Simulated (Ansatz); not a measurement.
**TiAl: energy along a strain**

TiAl, P4/mmm, a = 2.837 Å, c = 4.059 Å (as given, not relaxed at this level: -3.9 GPa). The structure is a COD entry; whether it is the stable form wasn't checked. Ansatz: PBEsol, PAW, 420 eV, Γ-centred 16×16×12 mesh on 2 atoms, Gaussian smearing 0.15 eV; no spin polarisation. Cell vectors (Å): 2.837 0.000 0.000; 0.000 2.837 0.000; 0.000 0.000 4.059. The cell is strained by x per cent times the pattern (0 0 0 1 0 0) in the order xx yy zz yz xz xy (engineering shears), with fractional coordinates held. y is the free energy over the start, V0 = 16.338 Å³/atom. Symmetry makes y even in x.

| x (%) | y (meV/atom) |
| --- | --- |
| -2.00 | 2.18 |
| -1.00 | 0.55 |
| 0.00 | 0.00 |
| 0.25 | 0.03 |
| 0.50 | 0.14 |
| 0.75 | 0.31 |
| 1.25 | 0.85 |
| 1.50 | 1.23 |
| 1.75 | ? |

Fit y = c2 x² + c4 x⁴ to the other rows, get the stiffness along the pattern, and predict the missing energy.

Least squares on the rows shown. y = 0.5481 x² − 0.0007772 x⁴. The clamped-ion stiffness p·C·p = 2 × 5.481 eV × 160.2 / 16.338 Å³ = 107 GPa, which is C44 in these axes (second derivative at the start, which stands under stress). At x = 1.75 the fit asked for gives 1.67 meV/atom. The run gave 1.67 meV/atom, the same to the digits shown.